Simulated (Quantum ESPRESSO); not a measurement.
Runs of Quantum ESPRESSO 7.5 on HfB2. The structure is hexagonal, space group P6/mmm (No. 191). Conventional cell: a = 3.140 Å, b = 3.140 Å, c = 3.480 Å, α = 90.00°, β = 90.00°, γ = 120.00°. Hf (site symmetry 6/mmm) is surrounded by 12 B at 2.51 Å. B (site symmetry -6m2) is surrounded by 3 B at 1.81 Å. 

```tsv
task	level	potentials or basis	spin	U	cell	k mesh	cutoff (eV)	smearing	start of the occupations	hubbard projectors	form of the LDA correlation	mixing beta	q mesh	gap on the mesh (eV)	pressure (GPa)
Hubbard U by linear response	LDA+U	JTH 2.0 LDA	off	Hf d U = 4.5 eV	as given	8 × 8 × 6	490	cold 0.136 eV	default	ortho-atomic	PW92	0.3	2 × 2 × 2	none	-9.7
Wannier functions	LDA	JTH 2.0 LDA	off	-	as given	8 × 8 × 6	490	fermi-dirac 0.05 eV	-	-	PW92	0.5	-	none	-10.4
single point	PBE	PseudoDojo 0.5 SR PBE standard	off	-	as given	6 × 6 × 4	1034	fermi-dirac 0.05 eV	-	-	-	0.5	-	none	(a)
phonon dispersion	LDA	JTH 2.0 LDA	off	-	relaxed	8 × 8 × 6	490	methfessel-paxton 0.2 eV	-	-	PW92	0.5	2 × 2 × 2	none	0.0
projected density of states	vdW-DF3-opt2	GBRV 1.5 PBE	collinear, ferromagnetic start	-	as given	7 × 7 × 6	612	fermi-dirac 0.05 eV	-	-	-	0.3	-	none	-2.4
```

Alike in all rows: the mesh is coarse, so values aren't converged.

**Question.** Fill in the values left out.

**Answer.** (a) 1.9.

Caveats: some runs use coarse meshes; the cutoff is low for these files, which shifts pressure and relaxed volume (some runs); U without spin polarisation on a metal has little footing (some runs); the U is typed as a test and isn't derived for this compound (some runs); the Wannier minimisation didn't converge (some runs); the mesh is thin for the phonons of a metal (some runs); the potentials were made for another functional, which shifts forces and pressure (some runs).

A k mesh can miss the band edges, and the runs leave out spin-orbit coupling on Hf.

A gap of «none» marks a metal or a gap under the smearing width.

Not every run made on this cell is shown here.
